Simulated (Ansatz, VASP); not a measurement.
Al: VASP beside Ansatz

```
Al
1.0
     2.18169    1.25960    0.99864
    -2.18169    1.25960    0.99864
     0.00000   -2.51920    0.99864
Al
1
Direct
  0.50000 0.50000 0.50000
```

Alike in both runs: task relaxation of cell and atoms; functional r2SCAN; k mesh 9 × 9 × 9; occupations gaussian, width 0.1 eV; no spin polarisation.

|  | VASP | Ansatz |
| --- | --- | --- |
| version | VASP 6.6.1 | Ansatz 0.2.0 |
| potentials or method | VASP PAW PBE potentials, release 64 (Al) | scalar-relativistic, plane waves, PAW |
| plane-wave cutoff (eV) | 600 | 500 |
| valence electrons in the cell | 3 | 3 |

VASP gave:

```
gap on the k mesh at the Fermi level, each at its own relaxed structure (eV) : none
relaxed volume (Å³/atom)                                                     : 16.10
relaxed cell length with the largest relative difference (Å)                 : 2.767
energy change over the relaxation (meV/atom)                                 : -31
```

**Question.** Estimate Ansatz's values.

**Answer.** gap on the k mesh at the Fermi level, each at its own relaxed structure (eV): none; relaxed volume (Å³/atom): 16.20; relaxed cell length with the largest relative difference (Å): 2.773; energy change over the relaxation (meV/atom): -30.

A gap of «none» marks a metal or a gap that the smearing closes.

Caveats: the PAW data sets were made with another functional, which shifts forces and pressure a little (VASP).
